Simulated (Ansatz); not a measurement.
Rocksalt AgCl, relaxed with r2SCAN, was run in the plane-wave code Ansatz under altered settings. All numbers are computed, without spin polarisation but where a row says otherwise.

```yaml
crystal:
  lattice:
    - [0.00000, 2.77318, 2.77318]
    - [2.77318, 0.00000, 2.77318]
    - [2.77318, 2.77318, 0.00000]
  atoms:
    - { symbol: Ag, position: [0.00000, 0.00000, 0.00000] }
    - { symbol: Cl, position: [0.50000, 0.50000, 0.50000] }
```

The base run's other keys:
```yaml
kpoints:
  mp_grid: { grid: [4, 4, 4] }
hamiltonian:
  xc: hse06
scf:
  occupations: { method: fixed }
  n_extra_bands: 4
```

It takes 12 iterations with 869 plane waves at 420 eV and 8 k points, and leaves a mean stress of +1.50 GPa. The gap over this mesh is 2.417 eV.

Outcomes, with energy and stress as changes against the base:
```tsv
setting	outcome	ΔF (meV/atom)	Δ mean stress (GPa)	gap on the mesh (eV)	iterations
scf.exx.max_outer_iter: 2	converged	0.0	0.0	2.417	14
PBE hybrid, exx coeff 0.15, unscreened	converged	–	0.0	2.220	11
hamiltonian.xc: cam_b3lyp	converged	–	+1.1	5.372	14
PBE hybrid, exx coeff 1.0, omega 0.1 1/Å	converged	–	-0.8	8.849	21
accuracy: low	converged	0.0	0.0	2.417	12
scf.max_iter: 5	converged	0.0	0.0	2.417	15
```
A dash marks a value that wasn't obtained or can't be compared. Stress is positive in compression.

- PBE hybrid, exx coeff 0.15, unscreened. That is 15 % exact exchange, at all ranges, against HSE06's 25 % screened at 0.208 1/Å. The mean stress moves by 0.0 GPa and the gap on the mesh by -0.197 eV (to 2.220). Totals of different functionals aren't comparable.
- hamiltonian.xc: cam_b3lyp. The mean stress moves by +1.1 GPa and the gap on the mesh by +2.955 eV (to 5.372). It's another functional on the same cell, so totals aren't comparable.
- PBE hybrid, exx coeff 1.0, omega 0.1 1/Å. That is 100 % exact exchange, screened with ω = 0.1 1/Å, against HSE06's 25 % screened at 0.208 1/Å. The mean stress moves by -0.8 GPa and the gap on the mesh by +6.432 eV (to 8.849). Totals of different functionals aren't comparable. The program warns that on this mesh the truncation of the exchange isn't bounded, so part of the change can be an error of the mesh.

Within 1 meV an atom, 0.1 GPa and 0.005 eV of the base stay: scf.exx.max_outer_iter: 2; accuracy: low; scf.max_iter: 5.

The runs are scalar-relativistic, without spin-orbit coupling.

The stress of a hybrid is loosely converged in these runs.

The meshes of the hybrids are coarse, so their gaps aren't converged to the digits shown.
